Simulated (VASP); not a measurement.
Runs of VASP 6.6.1 on SiC. The structure is cubic, space group Pm-3m (No. 221). Conventional cell: a = 2.644 Å, b = 2.644 Å, c = 2.644 Å, α = 90.00°, β = 90.00°, γ = 90.00°. Si (site symmetry m-3m) is surrounded by 8 C at 2.29 Å. Around C (site symmetry m-3m) lie 8 Si at 2.29 Å. The cell was built by a generator and needn't be a form met in nature.

| task | level | cell | k mesh | cutoff (eV) | gap on the mesh (eV) | pressure (GPa) | relaxed volume (Å³/atom) |
| --- | --- | --- | --- | --- | --- | --- | --- |
| relaxation of cell and atoms | r2SCAN | relaxed | 8 × 8 × 8 | 600 | none | 0.0 | 9.00 |
| single point | r2SCAN | Pm-3m, 8.99 Å³/atom | 8 × 8 × 8 | 520 | none | 0.3 | - |
| relaxation of cell and atoms | PBE | relaxed | 10 × 10 × 10 | 600 | none | 0.1 | (b) |
| single point | PBE | Pm-3m, 9.25 Å³/atom | 10 × 10 × 10 | 520 | none | 0.2 | - |
| single point | PBE | Pm-3m, 8.99 Å³/atom | 10 × 10 × 10 | 520 | none | 4.6 | - |
| single point | r2SCAN | Pm-3m, 8.99 Å³/atom | 10 × 10 × 10 | 520 | none | (a) | - |

Alike in all rows: potentials or basis VASP PAW PBE potentials, release 64 (Si, C); no spin polarisation; smearing fermi-dirac 0.02 eV.

Question: Fill in the values left out.

Answer: (a) -0.1; (b) 9.25.

Caveats: the PAW data sets were made with another functional, which shifts forces and pressure a little (some runs); the volume moved by over 15 % at a fixed basis, so the end points are rough (some runs).

A gap of «none» marks a metal or a gap under the smearing width.
